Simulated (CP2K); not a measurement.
**Al in CP2K: convergence with cutoff ry**

Al:

```
Al
1.0
     2.78865    0.00000    0.00000
     1.46108    2.45977    0.00000
     1.37492    0.85496    2.41544
Al
1
Direct
  0.99280 0.00637 0.01352
```

The cell isn't the ideal one: cell strained at random at fixed volume.

```yaml
Program: CP2K 2026.2
Task: single point
Functional: PBE
Potentials_or_basis: GTH_POTENTIALS Al GTH-PBE-q3; DZVP-MOLOPT-SR-GTH basis
Density_cutoff: 1225 eV
k_mesh: 9 × 9 × 8
Occupations: fermi-dirac, width 0.05 eV
Spin: no spin polarisation
```

These are the settings of the first run; the series varies cutoff ry, with any setting tied to it.

Hardware: 1 thread of Arm Neoverse V2 (shared host).

```tsv
cutoff ry	energy less the tightest run, at zero smearing (meV/atom)	SCF cycles	CPU time (s)	peak memory (GiB)
90 Ry	0.00	9	12	0.16
140 Ry	0.00	9	13	0.17
190 Ry	0.00	9	12	0.17
250 Ry	0.00	9	13	0.17
320 Ry	0.00	9	12	0.18
380 Ry	0.00	9	13	0.19
450 Ry	0.00	9	14	0.2
560 Ry	0.00	9	13	0.21
720 Ry	0.00	9	13	0.22
```

Against the tightest run, the energy stays within 1 meV/atom from 90 Ry on. The tightest run that finished is the yardstick and may itself not be fully converged.
